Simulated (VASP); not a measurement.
# C (Cmme) in VASP: a series of runs

One crystal, C, is run at these levels: LDA; tasks: evGW0 quasiparticle levels, dielectric tensor, G0W0 quasiparticle levels.

All numbers are computed with VASP 6.6.1; they aren't measurements. Logs are shortened: lines on timing, memory, paths and dates and some standing lists are left out, and cuts for length are marked.

## Step 1: Starting point

Symmetry: Cmme, No. 67, orthorhombic system. Conventional cell: a = 2.456 Å, b = 4.254 Å, c = 7.173 Å, α = 90.00°, β = 90.00°, γ = 90.00°. C (site symmetry m) has 3 C at 1.42 Å as nearest neighbours.

This is a stacking variant of graphite.

## Step 2: EvGW0 quasiparticle levels, LDA

File POSCAR:

```
C
1.0
    1.2280479700     -2.1270618200      0.0000000000
    1.2280479700      2.1270618200      0.0000000000
    0.0000000000      0.0000000000      7.1732677600
C
4
Direct
    0.9166205400      0.0833794600      0.7531376000
    0.4166205400      0.5833794600      0.2468624000
    0.0833794600      0.9166205400      0.2468624000
    0.5833794600      0.4166205400      0.7531376000
```

File INCAR.step1:

```
SYSTEM = C
ALGO = Normal
EDIFF = 1E-8
ENCUT = 500
GGA = CA
ISMEAR = 0
KPAR = 4
LASPH = .TRUE.
LCHARG = .FALSE.
LREAL = .FALSE.
LWAVE = .TRUE.
NELM = 80
PREC = Accurate
SIGMA = 0.01
```

File INCAR.step2:

```
SYSTEM = C
ALGO = Exact
EDIFF = 1E-8
ENCUT = 500
GGA = CA
ISMEAR = 0
ISTART = 1
KPAR = 4
LASPH = .TRUE.
LCHARG = .FALSE.
LOPTICS = .TRUE.
LREAL = .FALSE.
LWAVE = .TRUE.
NBANDS = 248
NELM = 1
PREC = Accurate
SIGMA = 0.01
```

File INCAR.step3:

```
SYSTEM = C
ALGO = EVGW0
EDIFF = 1E-8
ENCUT = 500
ENCUTGW = 200
GGA = CA
ISMEAR = 0
ISTART = 1
KPAR = 4
LASPH = .TRUE.
LCHARG = .FALSE.
LREAL = .FALSE.
LWAVE = .FALSE.
NBANDS = 248
NBANDSGW = 16
NELMGW = 4
NOMEGA = 50
PREC = Accurate
PRECFOCK = Fast
SIGMA = 0.01
```

File KPOINTS:

```
k-points
0
G
  6 6 2
  0 0 0
```

Potentials or basis: VASP PAW LDA potentials, release 64 (C_GW).

The run is started by

```console
$ cat potpaw_LDA.64/C_GW/POTCAR > POTCAR
$ cp INCAR.step1 INCAR
$ mpirun -np 4 vasp_std > vasp.out
$ cp INCAR.step2 INCAR
$ mpirun -np 4 vasp_std > vasp.out
$ cp INCAR.step3 INCAR
$ mpirun -np 4 vasp_std > vasp.out
```

OUTCAR:

```text
SYSTEM = C
   EDIFF = 1E-8
   ENCUT = 500
   ENCUTGW = 200
   GGA = CA
   ISMEAR = 0
   ISTART = 1
   LASPH = .TRUE.
   LREAL = .FALSE.
   NELMGW = 4
   PREC = Accurate
   PRECFOCK = Fast

 ion  position               nearest neighbor table
   1  0.917  0.083  0.753-   4 1.42   4 1.42   4 1.42
   2  0.417  0.583  0.247-   3 1.42   3 1.42   3 1.42
   3  0.083  0.917  0.247-   2 1.42   2 1.42   2 1.42
   4  0.583  0.417  0.753-   1 1.42   1 1.42   1 1.42

  LATTYP: Found a hexagonal cell.
 ALAT       =     2.4561135566
 C/A-ratio  =     2.9205765918

  Lattice vectors:

 A1 = (   1.2280479700,  -2.1270618200,   0.0000000000)
 A2 = (   1.2280479700,   2.1270618200,   0.0000000000)
 A3 = (   0.0000000000,   0.0000000000,   7.1732677600)

Analysis of symmetry for initial positions (statically):
=====================================================================
 Subroutine PRICEL returns:
 Original cell was already a primitive cell.

 Routine SETGRP: Setting up the symmetry group for a
 hexagonal supercell.

 Subroutine GETGRP returns: Found  8 space group operations
 (whereof  4 operations were pure point group operations)
 out of a pool of 24 trial point group operations.

The static configuration has the point symmetry C_2h.
 The point group associated with its full space group is D_2h.

Analysis of symmetry for dynamics (positions and initial velocities):
=====================================================================
 Subroutine PRICEL returns:
 Original cell was already a primitive cell.

 Routine SETGRP: Setting up the symmetry group for a
 hexagonal supercell.

 Subroutine GETGRP returns: Found  8 space group operations
 (whereof  4 operations were pure point group operations)
 out of a pool of 24 trial point group operations.

The dynamic configuration has the point symmetry C_2h.
 The point group associated with its full space group is D_2h.

 Subroutine INISYM returns: Found  8 space group operations
 (whereof  4 operations are pure point group operations),
 and found     1 'primitive' translations

----------------------------------------------------------------------------------------

                                     Primitive cell

  volume of cell :      37.4751

  direct lattice vectors                    reciprocal lattice vectors
     1.228047970 -2.127061820  0.000000000     0.407150219 -0.235066041  0.000000000
     1.228047970  2.127061820  0.000000000     0.407150219  0.235066041  0.000000000
     0.000000000  0.000000000  7.173267760     0.000000000  0.000000000  0.139406479

  length of vectors
     2.456113557  2.456113557  7.173267760     0.470135453  0.470135453  0.139406479

  position of ions in fractional coordinates (direct lattice)
     0.916620540  0.083379460  0.753137600
     0.416620540  0.583379460  0.246862400
     0.083379460  0.916620540  0.246862400
     0.583379460  0.416620540  0.753137600

  ion indices of the primitive-cell ions
   primitive index   ion index
                 1           1
                 2           2
                 3           3
                 4           4

----------------------------------------------------------------------------------------

 KPOINTS: k-points

Automatic generation of k-mesh.
 Grid dimensions read from file:
 generate k-points for:    6    6    2

 Generating k-lattice:

  Cartesian coordinates                     Fractional coordinates (reciprocal lattice)
     0.067858370 -0.039177673  0.000000000     0.166666667 -0.000000000  0.000000000
     0.067858370  0.039177673  0.000000000    -0.000000000  0.166666667  0.000000000
     0.000000000  0.000000000  0.069703239     0.000000000  0.000000000  0.500000000

  Length of vectors
     0.078355909  0.078355909  0.069703239

  Shift w.r.t. Gamma in fractional coordinates (k-lattice)
     0.000000000  0.000000000  0.000000000

 Subroutine IBZKPT returns following result:
 ===========================================

 Found     26 irreducible k-points:

 Following reciprocal coordinates:
            Coordinates               Weight
  0.000000  0.000000  0.000000      1.000000
  0.166667  0.000000  0.000000      4.000000
 -0.166667  0.166667  0.000000      2.000000
  0.333333  0.000000  0.000000      4.000000
 -0.333333  0.333333  0.000000      2.000000
  0.500000  0.000000  0.000000      2.000000
[... 16 lines left out ...]
  0.333333  0.166667  0.500000      4.000000
 -0.166667  0.500000  0.500000      4.000000
 [... further k-points ...]
   k-points           NKPTS =     26   k-points in BZ     NKDIM =     72   number of bands    NBANDS=    248
   number of dos      NEDOS =    301   number of ions     NIONS =      4
   total plane-waves  NPLWV =  17496
   dimension x,y,z NGX =    18 NGY =   18 NGZ =   54
   dimension x,y,z NGXF=    36 NGYF=   36 NGZF=  108
   ions per type =               4
   NGX,Y,Z   is equivalent  to a cutoff of  12.18, 12.18, 12.51 a.u.
   NGXF,Y,Z  is equivalent  to a cutoff of  24.37, 24.37, 25.03 a.u.
 SYSTEM =  C
   PREC   = accura    normal or accurate (medium, high low for compatibility)
   ISTART =      1    job   : 0-new  1-cont  2-samecut
   ICHARG =      0    charge: 1-file 2-atom 10-const
   ISPIN  =      1    spin polarized calculation?
   LNONCOLLINEAR =      F non collinear calculations
   LSORBIT =      F    spin-orbit coupling
   LASPH  =      T    aspherical Exc in radial PAW
   ENCUT  =  500.0 eV  36.75 Ry    6.06 a.u.   4.48  4.48 13.08*2*pi/ulx,y,z
   NELM   =     60;   NELMIN=  2; NELMDL=  0     # of ELM steps
   EDIFF  = 0.1E-07   stopping-criterion for ELM
   LREAL  =      F    real-space projection
   EDIFFG = 0.1E-06   stopping-criterion for IOM
   NSW    =      0    number of steps for IOM
   IBRION =     -1    ionic relax: 0-MD 1-quasi-New 2-CG
   NFREE  =      0    steps in history (QN), initial steepest desc. (CG)
   ISIF   =      0    stress and relaxation
   ISYM   =      3    0-nonsym 1-usesym 2-fastsym
   POTIM  = 0.5000    time-step for ionic-motion
   TEBEG  =    0.0;   TEEND  =   0.0 temperature during run
   PSTRESS=    0.0 pullay stress
   NELECT =      16.0000    total number of electrons
   NUPDOWN=      -1.0000    fix difference up-down
   EMIN   =  10.00;   EMAX   =-10.00  energy-range for DOS
   EFERMI =   0.00;   METHOD = LEGACY
   ISMEAR =     0;   SIGMA  =   0.01  broadening in eV -4-tet -1-fermi 0-gaus
   EFERMI_NEDOS =   21; number of points for ismear=-14 and -15
   IALGO  =     38    algorithm
   IMIX   =      4    mixing-type and parameters
     AMIX     =   0.40;   BMIX     =  1.00
     AMIX_MAG =   1.60;   BMIX_MAG =  1.00
  volume/ion in A,a.u.               =       9.37        63.22
  Fermi-wavevector in a.u.,A,eV,Ry     =   1.232728  2.329519 20.675669  1.519619
  Thomas-Fermi vector in A             =   2.367487
   LORBIT       =      0    0 simple, 1 ext, 2 COOP (PROOUT), +10 PAW based schemes
   GGA     = CA    functional components
   LHFCALC =     T    Hartree Fock is set to
   PRECFOCK=fast      Normal, Fast or Accurate (Low or Medium for compatibility)
   ENCUT4O =  -1.0   cutoff for four orbital integrals eV
   NKREDX  =     1    reduce k-point grid by
   NKREDY  =     1    reduce k-point grid by
   NKREDZ  =     1    reduce k-point grid by
   AEXX    =    1.0000 exact exchange contribution
   HFSCREEN=    0.0000 screening length (either q_TF or 0.3 A-1)
   HFSCREENC=   0.0000 screening length for correlation (either q_TF or 0.3 A-1)
   ENCUTFOCK=  -1.0 apply spherical cutoff to Coloumb kernel
   IVDW    =     0    specifies the selected vdW correction
   LEPSILON=     F    determine dielectric tensor
   LRPA    =     F    only Hartree local field effects (RPA)
   LRPAFORCE           =     F    calculate RPA forces
   ENCUTGW             = 200.0    cutoff for response function in eV
   ENCUTGWSOFT         = 160.0    soft cutoff for Coulomb kernel in GW response function in eV
   ENCUTLF             =  -1.0    cutoff for local field effects
   NELMGW              =     4    number of iterations in solving QP/BSE equation
   NELMHF              =     1    number of iterations in the inner HF iteration
   NKREDLFX            =     1    NKREDLFY  =   1   NKREDLFZ  =   1
 non-spin polarized calculation
 Gauss-broadening in eV      SIGMA  =   0.01
  energy-cutoff  :      500.00
  volume of cell :       37.48
 maximum number of plane-waves:       986
 NGX is ok and might be reduce to    18
  NGX = 10; NGY = 10; NGZ = 30
   NGX =  9   NGY =  9   NGZ = 27
 maximum number of plane-waves:       252

 QP shifts <psi_nk| G(iteration)W_0 |psi_nk>: iteration 1
 for sc-GW calculations column KS-energies equals QP-energies in previous step
 and V_xc(KS)=  KS-energies - (<T + V_ion + V_H > + <T+V_H+V_ion>^1  + <V_x>^1)

 k-point   1 :       0.0000    0.0000    0.0000
  band No.  KS-energies  QP-energies   sigma(KS)   V_xc(KS)     V^pw_x(r,r')   Z            occupation Imag(sigma)

      1     -15.4073     -16.6678     -16.8339     -15.0564     -25.2465       0.7092       2.0000       1.6224
      2     -15.2183     -16.4689     -17.0389     -15.2516     -25.3979       0.6998       2.0000       1.5408
      3      -4.3461      -4.8367     -13.0544     -12.3952     -17.6000       0.7442       2.0000       0.8954
      4      -2.8890      -3.3078     -14.3215     -13.7395     -18.3498       0.7196       2.0000       0.5544
      5       1.0315       0.4286     -18.2195     -17.4532     -21.1255       0.7869       2.0000       0.1826
      6       1.0378       0.4381     -18.2191     -17.4522     -21.1222       0.7820       2.0000       0.1813
[... 456 lines left out ...]
      3      -7.2407      -8.3047     -17.4365     -16.0273     -22.9956       0.7550       2.0000       0.7560
      4      -7.2314      -8.2862     -17.4463     -16.0360     -22.9978       0.7479       2.0000       0.7512
      5      -3.9912      -4.7476     -17.4144     -16.3956     -21.7951       0.7424       2.0000       0.4089
      6      -3.9856      -4.7355     -17.4207     -16.4013     -21.7981       0.7357       2.0000       0.4067
[... 8 lines left out ...]
     15      17.4197      17.8859      -8.9345      -9.4978      -3.2109       0.8277       0.0000      -0.4689
     16      17.4628      17.9825      -9.0949      -9.7219      -3.3266       0.8287       0.0000      -0.4558

 [... further k-points ...]

 QP shifts <psi_nk| G(iteration)W_0 |psi_nk>: iteration 2

 k-point   1 :       0.0000    0.0000    0.0000
  band No. old QP-enery  QP-energies   sigma(KS)   T+V_ion+V_H  V^pw_x(r,r')   Z            occupation Imag(sigma)

      1     -16.6678     -16.9851     -16.7653      -0.3508     -25.2465       0.7079       2.0000       1.7164
      2     -16.4689     -16.7946     -16.9714       0.0333     -25.3979       0.6942       2.0000       1.6270
      3      -4.8367      -4.9314     -13.0114       8.0491     -17.6000       0.7545       2.0000       0.9426
      4      -3.3078      -3.4004     -14.2869      10.8505     -18.3498       0.7200       2.0000       0.5735
      5       0.4286       0.3099     -18.2062      18.4847     -21.1255       0.7910       2.0000       0.1866
      6       0.4381       0.3168     -18.2127      18.4963     -21.1288       0.7855       2.0000       0.1850
[... 456 lines left out ...]
      3      -8.3047      -8.5118     -17.3634       8.7866     -22.9958       0.7612       2.0000       0.8156
      4      -8.2862      -8.5008     -17.3757       8.8046     -22.9976       0.7532       2.0000       0.8079
      5      -4.7476      -4.9225     -17.3859      12.4044     -21.7951       0.7476       2.0000       0.4212
      6      -4.7355      -4.9154     -17.3942      12.4157     -21.7982       0.7405       2.0000       0.4174
[... 8 lines left out ...]
     15      17.8859      17.9415      -8.9638      26.9172      -3.2108       0.8240       0.0000      -0.4681
     16      17.9825      18.0380      -9.1354      27.1851      -3.3267       0.8261       0.0000      -0.4631

 [... further k-points ...]

 QP shifts <psi_nk| G(iteration)W_0 |psi_nk>: iteration 3

 k-point   1 :       0.0000    0.0000    0.0000
  band No. old QP-enery  QP-energies   sigma(KS)   T+V_ion+V_H  V^pw_x(r,r')   Z            occupation Imag(sigma)

      1     -16.9851     -17.0652     -16.7474      -0.3508     -25.2465       0.7079       2.0000       1.7492
      2     -16.7946     -16.8786     -16.9487       0.0333     -25.3979       0.6954       2.0000       1.6614
      3      -4.9314      -4.9479     -13.0024       8.0491     -17.6000       0.7535       2.0000       0.9540
      4      -3.4004      -3.4192     -14.2770      10.8505     -18.3498       0.7207       2.0000       0.5810
      5       0.3099       0.2846     -18.2068      18.4847     -21.1255       0.7913       2.0000       0.1869
      6       0.3170       0.2909     -18.2125      18.4963     -21.1288       0.7860       2.0000       0.1855
[... 456 lines left out ...]
      3      -8.5118      -8.5547     -17.3548       8.7866     -22.9958       0.7598       2.0000       0.8246
      4      -8.5008      -8.5457     -17.3651       8.8046     -22.9976       0.7523       2.0000       0.8188
      5      -4.9225      -4.9613     -17.3786      12.4044     -21.7951       0.7485       2.0000       0.4244
      6      -4.9154      -4.9556     -17.3854      12.4157     -21.7982       0.7416       2.0000       0.4218
[... 8 lines left out ...]
     15      17.9415      17.9480      -8.9678      26.9172      -3.2108       0.8231       0.0000      -0.4674
     16      18.0380      18.0441      -9.1397      27.1851      -3.3267       0.8261       0.0000      -0.4625

 [... further k-points ...]

 QP shifts <psi_nk| G(iteration)W_0 |psi_nk>: iteration 4

 k-point   1 :       0.0000    0.0000    0.0000
  band No. old QP-enery  QP-energies   sigma(KS)   T+V_ion+V_H  V^pw_x(r,r')   Z            occupation Imag(sigma)

      1     -17.0652     -17.0843     -16.7413      -0.3508     -25.2465       0.7096       2.0000       1.7593
      2     -16.8786     -16.8986     -16.9406       0.0333     -25.3979       0.6972       2.0000       1.6729
      3      -4.9479      -4.9510     -13.0011       8.0491     -17.6000       0.7537       2.0000       0.9557
      4      -3.4192      -3.4229     -14.2749      10.8505     -18.3498       0.7203       2.0000       0.5827
      5       0.2846       0.2790     -18.2072      18.4847     -21.1255       0.7913       2.0000       0.1869
      6       0.2911       0.2852     -18.2127      18.4963     -21.1288       0.7862       2.0000       0.1855
[... 456 lines left out ...]
      3      -8.5547      -8.5640     -17.3536       8.7866     -22.9958       0.7599       2.0000       0.8260
      4      -8.5457      -8.5554     -17.3633       8.8046     -22.9976       0.7523       2.0000       0.8209
      5      -4.9613      -4.9698     -17.3771      12.4044     -21.7951       0.7486       2.0000       0.4251
      6      -4.9556      -4.9645     -17.3834      12.4157     -21.7982       0.7417       2.0000       0.4228
[... 8 lines left out ...]
     15      17.9480      17.9486      -8.9684      26.9172      -3.2108       0.8230       0.0000      -0.4673
     16      18.0441      18.0447      -9.1402      27.1851      -3.3267       0.8261       0.0000      -0.4623

 [... further k-points ...]
```

Run time: 10 min. Hardware: 4 MPI ranks of Intel Xeon Platinum 8488C (Sapphire Rapids), shared host; peak memory 0.7 GiB.

Results:

| Item | Value |
| --- | --- |
| Band gap on the k mesh, mean-field level | 0.02 eV |
| Quasiparticle gap | 0.10 eV |
| Least direct quasiparticle gap | 0.10 eV |

Quasiparticle gap after each update of the energies (eV): 0.10, 0.10, 0.10, 0.10

Caveat: the k mesh is coarse (spacing up to 0.49 Å⁻¹), so the values aren't converged; bands, screening cutoff and mesh are small and nothing is extrapolated, so the quasiparticle values aren't converged. A k mesh can miss the band edges.

(Part 1 of 2 ends here.)
